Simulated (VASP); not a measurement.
Set up this calculation in VASP 6.6.1, as the native input.

| Item | Value |
| --- | --- |
| Task | relaxation of cell and atoms |
| Functional | PBE |
| Potentials or basis | VASP PAW PBE potentials, release 64 (Hf_pv) |
| Cutoff | 520 eV |
| k mesh | 6 × 6 × 4 |
| Occupations | gaussian, width 0.1 eV |
| Spin | no spin polarisation |
| Further INCAR settings | ALGO = Fast; EDIFF = 1e-07; IBRION = 2; EDIFFG = -0.002; NSW = 80; ISIF = 3 |

The structure of Hf lies in POSCAR:

```
Hf                                      
1.0
    3.1930136769      0.0000000000     -0.0000000000
   -1.5965068384      2.7652309605     -0.0000000000
    0.0000000000      0.0000000000      5.0958696480
  Hf            
     2
Direct
     0.3333333300000021    0.6666666699999979    0.2500000000000000
     0.6666666699999979    0.3333333300000021    0.7500000000000000
```

One way to write it, as run:

INCAR

```
PREC = Accurate ; ENCUT = 520
EDIFF = 1E-7 ; ISMEAR = 0
SIGMA = 0.1 ; LREAL = F
LASPH = T ; NELM = 80
ALGO = Fast ; ISIF = 3
LWAVE = F ; LCHARG = F
GGA = PE ; IBRION = 2
NSW = 80 ; EDIFFG = -0.002
```

KPOINTS

```
Automatic mesh
0
Gamma
  6 6 4
```

Potentials or basis: VASP PAW PBE potentials, release 64 (Hf_pv).

Command:

```console
$ cat potpaw_PBE.64/Hf_pv/POTCAR > POTCAR
$ mpirun -np 1 vasp_std > vasp.out
```

It gave:

* Pressure after relaxing: 0.0 GPa
* Band gap on the k mesh: none (metal or under the smearing width)

Caveat: the k mesh is coarse (spacing up to 0.38 Å⁻¹), so the values aren't converged; the relaxation stopped at its first step, so nothing moved.

It took 12 s on 1 thread of Intel(R) Xeon(R) Platinum 8259CL CPU @ 2.50GHz (Skylake/Cascade Lake), on a shared host, peak memory 0.15 GiB.
